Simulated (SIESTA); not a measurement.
Here is a SIESTA 5.4.2 calculation.

Contents of YN.fdf:

```
SystemName                      YN
SystemLabel                     YN
NumberOfSpecies                 2
NumberOfAtoms                   2
%block ChemicalSpeciesLabel
  1  39 Y
  2   7 N
%endblock ChemicalSpeciesLabel

LatticeConstant                 1.0 Ang
%block LatticeVectors
     0.0000000000     2.4385000000     2.4385000000
     2.4385000000     0.0000000000     2.4385000000
     2.4385000000     2.4385000000     0.0000000000
%endblock LatticeVectors
AtomicCoordinatesFormat         Fractional
%block AtomicCoordinatesAndAtomicSpecies
     0.0000000000     0.0000000000     0.0000000000  1  Y
     0.5000000000     0.5000000000     0.5000000000  2  N
%endblock AtomicCoordinatesAndAtomicSpecies

%block kgrid.MonkhorstPack
    9   0   0  0.0
    0   9   0  0.0
    0   0   9  0.0
%endblock kgrid.MonkhorstPack
XC.Functional                   GGA
XC.Authors                      PBE
PAO.BasisSize                   DZP
PAO.EnergyShift                 0.003 Ry
Mesh.Cutoff                     800 Ry
OccupationFunction              FD
ElectronicTemperature           0.05 eV
MaxSCFIterations                120
SCF.MustConverge                false
SCF.Mixer.Method                Pulay
SCF.Mixer.Weight                0.25
SCF.Mixer.History               8
SCF.DM.Tolerance                5.0e-05
SCF.H.Tolerance                 1.0e-03 eV
WriteForces                     true
Charge.Mulliken                 end
BandLinesScale                  ReciprocalLatticeVectors
%block BandLines
    1    0.000000   0.000000   0.000000  \Gamma
   12    0.500000   0.000000   0.500000  X
    6    0.500000   0.250000   0.750000  W
    4    0.375000   0.375000   0.750000  K
   13    0.000000   0.000000   0.000000  \Gamma
   11    0.500000   0.500000   0.500000  L
    8    0.625000   0.250000   0.625000  U
    4    0.500000   0.250000   0.750000  W
    9    0.500000   0.500000   0.500000  L
    8    0.375000   0.375000   0.750000  K
    1    0.625000   0.250000   0.625000  U
    4    0.500000   0.000000   0.500000  X
%endblock BandLines
%block PAO.Basis
  Y 5
  n=4 0 2
    3.677 0.000
  n=5 0 2
    9.467 0.000
  n=4 1 2
    4.308 0.000
  n=5 1 1
    9.467
  n=4 2 2
    8.361 0.000
%endblock PAO.Basis
```

Potentials or basis: PseudoDojo 0.4 standard (PBE files), DZP (energy shift 0.003 Ry; two zetas on semicore shells).

The run is started by

```console
$ siesta < YN.fdf > YN.out 2>&1
```

(1) Estimate the band gap along the path.

(2) What does it give for the pressure?

(3) Estimate the band gap on the k mesh.

## Answers

(1) 0.05 eV, indirect (least direct gap 0.46 eV).

(2) 4.6 GPa.

(3) 0.12 eV, indirect (least direct gap 0.55 eV).

Caveat: the basis of atomic orbitals isn't converged, which shifts pressures, moduli and gaps.
